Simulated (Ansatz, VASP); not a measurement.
# AlN in VASP and in Ansatz

```
Al N
1.0
     3.11425    0.00000    0.00000
    -1.55713    2.69702    0.00000
     0.00000    0.00000    4.98462
Al N
2 2
Direct
  0.32404 0.66667 0.00152
  0.67596 0.33333 0.50152
  0.34163 0.66667 0.38348
  0.65837 0.33333 0.88348
```

Change from the starting cell: mode 4 frozen in at -0.029 Å, equal normal strain along x, y and z +0.0083.

Alike in both runs: task single point; functional LDA; k mesh 9 × 9 × 6; occupations gaussian, width 0.05 eV; no spin polarisation.

|  | VASP | Ansatz |
| --- | --- | --- |
| version | VASP 6.6.1 | Ansatz 0.2.0 |
| potentials or method | VASP PAW LDA potentials, release 64 (Al, N) | scalar-relativistic, plane waves, PAW |
| plane-wave cutoff (eV) | 520 | 520 |
| valence electrons in the cell | 16 | 16 |

|  | VASP | Ansatz | Ansatz less VASP |
| --- | --- | --- | --- |
| gap on the k mesh at the Fermi level (eV) | 4.19 | 4.19 | -0.007 |
| least direct gap on the mesh (eV) | 4.19 | 4.19 | -0.007 |
| pressure (GPa) | -4.5 | -5.0 | -0.54 |
| largest component of the traceless stress (GPa) | 0.23 | 0.25 | +0.020 |
| rms of the force components (eV/Å) | 0.074 | 0.074 | +0.0001 |

Atom by atom the forces differ by 0.001 eV/Å (rms over components). Ansatz warned: «pseudo_functional_mismatch».

Caveats: an odd mesh through Γ misses points on the zone boundary, where band edges often lie.
